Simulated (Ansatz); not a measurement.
# SiC: the cost of one run

Computed with Ansatz 0.2.0 (DFT PBE, scalar-relativistic, plane waves, PAW, unless a step's input says otherwise).

## 1. The structure to begin with

The structure is monoclinic, space group Pm (No. 6). Conventional cell: a = 4.318 Å, b = 3.010 Å, c = 5.136 Å, α = 90.00°, β = 114.85°, γ = 90.00°. Si (site symmetry m) is surrounded by 2 C at 1.78 to 1.81 Å and 2 Si at 1.85 Å. Si (site symmetry m) is surrounded by 1 C at 1.78 Å and 3 Si at 1.81 to 1.85 Å. Si (site symmetry m) is surrounded by 1 Si at 1.81 Å and 3 C at 1.81 to 1.84 Å. Around C (site symmetry m) lie 2 Si at 1.78 to 1.81 Å and 2 C at 1.85 Å. Around C (site symmetry m) lie 1 Si at 1.78 Å and 3 C at 1.81 to 1.85 Å. Around C (site symmetry m) lie 3 Si at 1.81 to 1.84 Å and 1 C at 1.81 Å.

Structure file:

```
CELL_PARAMETERS angstrom
4.31754 0.00000 0.00000
0.00000 3.00955 0.00000
-2.15877 0.00000 4.66049
ATOMIC_POSITIONS crystal
Si 0.59731 0.00000 0.60769
Si 0.40269 0.50000 0.39231
Si 0.55691 0.50000 0.11381
C 0.98963 0.50000 0.39231
C 0.01037 0.00000 0.60769
C 0.44309 0.00000 0.88619
```

The cell is invented: 4-connected net, two elements spread over the vertices (Pm, No. 6). The dimensions are guesses.

## 2. The guess as it stands, on a coarse mesh

The input, input.yaml:

```yaml
crystal:
  lattice:
    - [4.31754476, 0.0, 0.0]
    - [0.0, 3.00954813, 0.0]
    - [-2.15877238, 0.0, 4.66048809]
  atoms:
    - { symbol: Si, position: [0.59731199, 0.0, 0.60768622] }
    - { symbol: Si, position: [0.40268801, 0.5, 0.39231378] }
    - { symbol: Si, position: [0.55690612, 0.5, 0.11381224] }
    - { symbol: C, position: [0.98962577, 0.5, 0.39231378] }
    - { symbol: C, position: [0.01037423, 0.0, 0.60768622] }
    - { symbol: C, position: [0.44309388, 0.0, 0.88618776] }
basis:
  ecutwfc: 420
kpoints:
  mp_grid: { grid: [4, 6, 4] }
hamiltonian:
  xc: pbe
scf:
  occupations: { method: gaussian, width: 0.1 }
  lower_state_search: "off"
output:
  forces: true
  stress: true
  eigenvalues: true
```

The run is started by

```
$ ansatz run input.yaml --threads 1 --pin off --max-ram 2560MiB --backend cpu --events-out ev --progress --plain --runs-dir out
```

Q: Estimate wall time and peak memory on 1 thread of Intel Xeon Platinum 8259CL at 2.50GHz (Skylake/Cascade Lake), shared host.

About 4.5 s, with a peak of 0.4 GiB.
